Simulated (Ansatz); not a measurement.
GaAs built on the h-MgO prototype, 4 atoms and 56 valence electrons in a cell of about 90 Å³, was run 5 times in the PAW code Ansatz, each time on 2 threads of Intel(R) Xeon(R) Processor @ 2.50GHz (Skylake/Cascade Lake), with other jobs on the host. The times are single readings and vary with the host's load.

```json
{"run": "relaxation, PBE", "k mesh": "6×6×4", "irreducible k": "21", "cutoff (eV)": "420", "plane waves": "1825", "bands": "34", "SCF iterations": "98", "wall time": "66 s", "peak host memory (GiB)": "0.43"}
{"run": "relaxation, r2SCAN", "k mesh": "6×6×4", "irreducible k": "21", "cutoff (eV)": "500", "plane waves": "2307", "bands": "34", "SCF iterations": "28", "wall time": "50 s", "peak host memory (GiB)": "0.64"}
{"run": "bands, PBE", "k mesh": "12×12×4", "irreducible k": "57", "cutoff (eV)": "420", "plane waves": "1753", "bands": "33", "SCF iterations": "6", "wall time": "19 s", "peak host memory (GiB)": "0.48"}
{"run": "single point, r2SCAN", "k mesh": "12×12×4", "irreducible k": "57", "cutoff (eV)": "500", "plane waves": "2307", "bands": "33", "SCF iterations": "7", "wall time": "30 s", "peak host memory (GiB)": "0.68"}
{"run": "single point, HSE06", "k mesh": "6×6×4", "irreducible k": "21", "cutoff (eV)": "420", "plane waves": "1753", "bands": "33", "SCF iterations": "31", "wall time": "4.1 min", "peak host memory (GiB)": "1.8"}
```

The slowest run (single point, HSE06) took about 13 times as long as the quickest (bands, PBE).
